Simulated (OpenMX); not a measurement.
The system is CuI (Marshite).

```xyz
2
Lattice="0.0000 3.0315 3.0315 3.0315 0.0000 3.0315 3.0315 3.0315 0.0000" Properties=species:S:1:pos:R:3 pbc="T T T"
I     0.0000    0.0000    0.0000
Cu    4.5473    4.5473    4.5473
```

Program: OpenMX 3.8.5. Alike in all runs: cell as given; smearing fermi-dirac 0.05 eV.

Problem. Order these runs on this cell by their band gap on the k mesh, lowest first.
A. level LDA+U; potentials or basis OpenMX 2013 LDA set, I7.0-s3p2d2f1, Cu6.0H-s3p2d1, grid cutoff 500 Ry; spin collinear, ferromagnetic start; U Cu U = 5 eV; k mesh 7 × 7 × 7; hubbard projector onsite; start of the occupations orbital polarisation; hubbard shell Cu d; mixing scheme rmm-diis; SCF threshold 1e-07 Ha
B. level PBE; potentials or basis OpenMX 2013 PBE set, I7.0-s3p2d2f1, Cu6.0H-s3p2d2, grid cutoff 500 Ry; spin off; k mesh 9 × 9 × 9; mixing scheme rmm-diisk; SCF threshold 1e-08 Ha
C. level LDA-PW92+U; potentials or basis OpenMX 2013 LDA set, I7.0-s3p2d2f1, Cu6.0H-s3p2d1, grid cutoff 500 Ry; spin collinear, random start; U Cu U = 2 eV; k mesh 7 × 7 × 7; hubbard projector dual; start of the occupations orbital polarisation; hubbard shell Cu d; mixing scheme rmm-diis; SCF threshold 1e-07 Ha

Solution. B (1.30 eV), C (1.45 eV), A (1.87 eV).

Caveats: spin-orbit coupling is left out, which moves the levels of the heavy elements; the basis of atomic orbitals isn't converged, which shifts pressures, moduli and gaps; U acts on the first radial function of the shell alone, so its value doesn't carry over to other programs (some runs).
